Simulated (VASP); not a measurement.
# Cu (P6_3/mmc) in VASP: a series of runs, part 2 of 2

VASP 6.6.1. The steps go on from the part before.

## 3. Single point, PBE (volume scaled by 1.02)

INCAR

```
SYSTEM = Cu
PREC     = Accurate       ! precision mode
ENCUT    = 520            ! plane-wave cutoff, eV
EDIFF    = 1E-6           ! SCF threshold, eV
ISMEAR   = -1             ! smearing method
SIGMA    = 0.05           ! smearing width, eV
LREAL    = .FALSE.        ! projectors in reciprocal space
LASPH    = .TRUE.         ! aspherical terms in the spheres
NELM     = 100            ! most SCF steps
ALGO     = Normal         ! electronic algorithm
ISIF     = 2              ! what is computed and relaxed
LWAVE    = .FALSE.        ! write WAVECAR
LCHARG   = .FALSE.        ! write CHGCAR
GGA      = PE             ! functional
NBANDS   = 18             ! bands
```

KPOINTS

```
Automatic mesh
0
G
  12 12 7
  0 0 0
```

POSCAR

```
Cu
1.0
    2.5508792560      0.0000000000      0.0000000000
   -1.2754396280      2.2091262377      0.0000000000
    0.0000000000      0.0000000000      4.1398073633
Cu
2
Direct
    0.6666666667      0.3333333333      0.7500000000
    0.3333333333      0.6666666667      0.2500000000
```

Potentials or basis: VASP PAW PBE potentials, release 64 (Cu).

Started as:

```console
$ cat potpaw_PBE.64/Cu/POTCAR > POTCAR
$ mpirun -np 1 vasp_std > vasp.out
```

OUTCAR:

```text
SYSTEM = Cu
   PREC = Accurate
   ENCUT = 520
   EDIFF = 1E-6
   ISMEAR = -1
   LREAL = .FALSE.
   LASPH = .TRUE.
   NELM = 100
   ISIF = 2
   GGA = PE

 ion  position               nearest neighbor table
   1  0.667  0.333  0.750-   2 2.54   2 2.54   2 2.54   2 2.54   2 2.54   2 2.54
   2  0.333  0.667  0.250-   1 2.54   1 2.54   1 2.54   1 2.54   1 2.54   1 2.54

  LATTYP: Found a hexagonal cell.
 ALAT       =     2.5508792560
 C/A-ratio  =     1.6228942838

  Lattice vectors:

 A1 = (   2.5508792560,   0.0000000000,   0.0000000000)
 A2 = (  -1.2754396280,   2.2091262377,   0.0000000000)
 A3 = (   0.0000000000,   0.0000000000,   4.1398073633)

Analysis of symmetry for initial positions (statically):
=====================================================================
 Subroutine PRICEL returns:
 Original cell was already a primitive cell.

 Routine SETGRP: Setting up the symmetry group for a
 hexagonal supercell.

 Subroutine GETGRP returns: Found 24 space group operations
 (whereof 12 operations were pure point group operations)
 out of a pool of 24 trial point group operations.

The static configuration has the point symmetry D_3d.
 The point group associated with its full space group is D_6h.

Analysis of symmetry for dynamics (positions and initial velocities):
=====================================================================
 Subroutine PRICEL returns:
 Original cell was already a primitive cell.

 Routine SETGRP: Setting up the symmetry group for a
 hexagonal supercell.

 Subroutine GETGRP returns: Found 24 space group operations
 (whereof 12 operations were pure point group operations)
 out of a pool of 24 trial point group operations.

The dynamic configuration has the point symmetry D_3d.
 The point group associated with its full space group is D_6h.

 Subroutine INISYM returns: Found 24 space group operations
 (whereof 12 operations are pure point group operations),
 and found     1 'primitive' translations

----------------------------------------------------------------------------------------

                                     Primitive cell

  volume of cell :      23.3287

  direct lattice vectors                    reciprocal lattice vectors
     2.550879256  0.000000000  0.000000000     0.392021691  0.226333829  0.000000000
    -1.275439628  2.209126238  0.000000000     0.000000000  0.452667658  0.000000000
     0.000000000  0.000000000  4.139807363     0.000000000  0.000000000  0.241557134

  length of vectors
     2.550879256  2.550879256  4.139807363     0.452667658  0.452667658  0.241557134

  position of ions in fractional coordinates (direct lattice)
     0.666666667  0.333333333  0.750000000
     0.333333333  0.666666667  0.250000000

  ion indices of the primitive-cell ions
   primitive index   ion index
                 1           1
                 2           2

----------------------------------------------------------------------------------------

 KPOINTS: Automatic mesh

Automatic generation of k-mesh.
 Grid dimensions read from file:
 generate k-points for:   12   12    7

 Generating k-lattice:

  Cartesian coordinates                     Fractional coordinates (reciprocal lattice)
     0.032668474  0.018861152  0.000000000     0.083333333  0.000000000  0.000000000
     0.000000000  0.037722305  0.000000000     0.000000000  0.083333333  0.000000000
     0.000000000  0.000000000  0.034508162     0.000000000  0.000000000  0.142857143

  Length of vectors
     0.037722305  0.037722305  0.034508162

  Shift w.r.t. Gamma in fractional coordinates (k-lattice)
     0.000000000  0.000000000  0.000000000

 Subroutine IBZKPT returns following result:
 ===========================================

 Found     76 irreducible k-points:

 Following reciprocal coordinates:
            Coordinates               Weight
  0.000000  0.000000  0.000000      1.000000
  0.083333  0.000000  0.000000      6.000000
  0.166667 -0.000000  0.000000      6.000000
  0.250000 -0.000000  0.000000      6.000000
  0.333333  0.000000  0.000000      6.000000
  0.416667 -0.000000  0.000000      6.000000
[... 16 lines left out ...]
  0.250000 -0.000000  0.142857     12.000000
  0.333333  0.000000  0.142857     12.000000
 [... further k-points ...]
   k-points           NKPTS =     76   k-points in BZ     NKDIM =     76   number of bands    NBANDS=     18
   number of dos      NEDOS =    301   number of ions     NIONS =      2
   total plane-waves  NPLWV =  12800
   dimension x,y,z NGX =    20 NGY =   20 NGZ =   32
   dimension x,y,z NGXF=    40 NGYF=   40 NGZF=   64
   ions per type =               2
   NGX,Y,Z   is equivalent  to a cutoff of  13.03, 13.03, 12.85 a.u.
   NGXF,Y,Z  is equivalent  to a cutoff of  26.07, 26.07, 25.70 a.u.
 SYSTEM =  Cu
   PREC   = accura    normal or accurate (medium, high low for compatibility)
   ISTART =      0    job   : 0-new  1-cont  2-samecut
   ICHARG =      2    charge: 1-file 2-atom 10-const
   ISPIN  =      1    spin polarized calculation?
   LNONCOLLINEAR =      F non collinear calculations
   LSORBIT =      F    spin-orbit coupling
   LASPH  =      T    aspherical Exc in radial PAW
   ENCUT  =  520.0 eV  38.22 Ry    6.18 a.u.   4.74  4.74  7.70*2*pi/ulx,y,z
   NELM   =    100;   NELMIN=  2; NELMDL= -5     # of ELM steps
   EDIFF  = 0.1E-05   stopping-criterion for ELM
[... 8 lines left out ...]
   TEBEG  =    0.0;   TEEND  =   0.0 temperature during run
   PSTRESS=    0.0 pullay stress
   NELECT =      22.0000    total number of electrons
   NUPDOWN=      -1.0000    fix difference up-down
   EMIN   =  10.00;   EMAX   =-10.00  energy-range for DOS
   EFERMI =   0.00;   METHOD = LEGACY
   ISMEAR =    -1;   SIGMA  =   0.05  broadening in eV -4-tet -1-fermi 0-gaus
   EFERMI_NEDOS =   21; number of points for ismear=-14 and -15
   IALGO  =     38    algorithm
   IMIX   =      4    mixing-type and parameters
     AMIX     =   0.40;   BMIX     =  1.00
     AMIX_MAG =   1.60;   BMIX_MAG =  1.00
  volume/ion in A,a.u.               =      11.66        78.71
  Fermi-wavevector in a.u.,A,eV,Ry     =   1.605408  3.033782 35.066788  2.577336
  Thomas-Fermi vector in A             =   2.701759
   LORBIT       =      0    0 simple, 1 ext, 2 COOP (PROOUT), +10 PAW based schemes
   GGA     = PE    functional components
   LHFCALC =     F    Hartree Fock is set to
   AEXX    =    0.0000 exact exchange contribution
   IVDW    =     0    specifies the selected vdW correction
   LEPSILON=     F    determine dielectric tensor
   LRPA    =     F    only Hartree local field effects (RPA)
 non-spin polarized calculation
  energy-cutoff  :      520.00
  volume of cell :       23.33
 maximum number of plane-waves:       646
 NGX is ok and might be reduce to    20
   NGX =  9   NGY =  9   NGZ = 15

 number of electron      21.9999985 magnetization

 Free energy of the ion-electron system (eV)
  ---------------------------------------------------
  ext. energy  EPLUGINS =         0.00000000
  ---------------------------------------------------
  free energy    TOTEN  =        -7.41820600 eV

  energy without entropy =       -7.41021090  energy(sigma->0) =       -7.41420845

 E-fermi :   7.6985     XC(G=0): -12.7975

 val. band max:        7.6889549391   @ k =   0.0833   0.0833   0.1429
 cond. band min:       7.7107203878   @ k =   0.2500   0.2500   0.2857
 fundamental gap:      0.0217654486
 Fermi energy:         7.6984965088

 k-point     1 :       0.0000    0.0000    0.0000
  band No.  band energies     occupation
      1      -1.7058      2.00000
      2       2.6064      2.00000
      3       4.6953      2.00000
      4       4.7394      2.00000
      5       4.7394      2.00000
      6       4.9558      2.00000
[... 10 lines left out ...]
     17      31.2164      0.00000
     18      31.2165      0.00000

 k-point     2 :       0.0833    0.0000    0.0000
  band No.  band energies     occupation
      1      -1.4805      2.00000
      2       2.7342      2.00000
      3       4.5617      2.00000
      4       4.8214      2.00000
      5       4.8480      2.00000
      6       4.9211      2.00000
[... 10 lines left out ...]
     17      32.2680      0.00000
     18      32.3824      0.00000
[... 442 lines left out ...]
 k-point    24 :       0.3333    0.0000    0.1429
  band No.  band energies     occupation
      1       1.5787      2.00000
      2       3.3575      2.00000
      3       3.6324      2.00000
      4       4.2131      2.00000
      5       4.7401      2.00000
      6       4.8108      2.00000
[... 10 lines left out ...]
     17      25.2559      0.00000
     18      27.4483      0.00000

 [... further k-points ...]

------------------------ aborting loop because EDIFF is reached ----------------------------------------

  FORCE on cell =-STRESS in cart. coord.  units (eV):
  Direction    XX          YY          ZZ          XY          YZ          ZX
  --------------------------------------------------------------------------------------
  -------------------------------------------------------------------------------------
  Total        0.6841273      0.6841273      0.7124627     -0.0000000      0.0000000      0.0000000
  in kB       46.9847516     46.9847516     48.9307835     -0.0000000      0.0000000      0.0000000
  external PRESSURE =      47.6334289 kB  Pullay stress =       0.0000000 kB

 VOLUME and BASIS-vectors are now :
 -----------------------------------------------------------------------------
  energy-cutoff  :      520.00
  volume of cell :       23.33
      direct lattice vectors                 reciprocal lattice vectors
     2.550879256  0.000000000  0.000000000     0.392021691  0.226333829  0.000000000
    -1.275439628  2.209126238  0.000000000     0.000000000  0.452667658  0.000000000
     0.000000000  0.000000000  4.139807363     0.000000000  0.000000000  0.241557134

 POSITION                                       TOTAL-FORCE (eV/Angst)
 -----------------------------------------------------------------------------------
      1.27544      0.73638      3.10486        -0.000000      0.000000      0.000000
     -0.00000      1.47275      1.03495         0.000000     -0.000000      0.000000
 -----------------------------------------------------------------------------------
    total drift:                               -0.000000      0.000000     -0.000000

  FREE ENERGIE OF THE ION-ELECTRON SYSTEM (eV)
  ---------------------------------------------------
  free  energy   TOTEN  =        -7.4182060039 eV

  energy  without entropy=       -7.4102109033  energy(sigma->0) =       -7.41420845
```

It took 11 s on 1 thread of AMD EPYC 9R45 (Zen 5), shared host; peak memory 0.12 GiB.

What came out:

* Free energy: -7.4182 eV
* Pressure: 4.8 GPa
* Band gap on the k mesh: none (metal or under the smearing width)
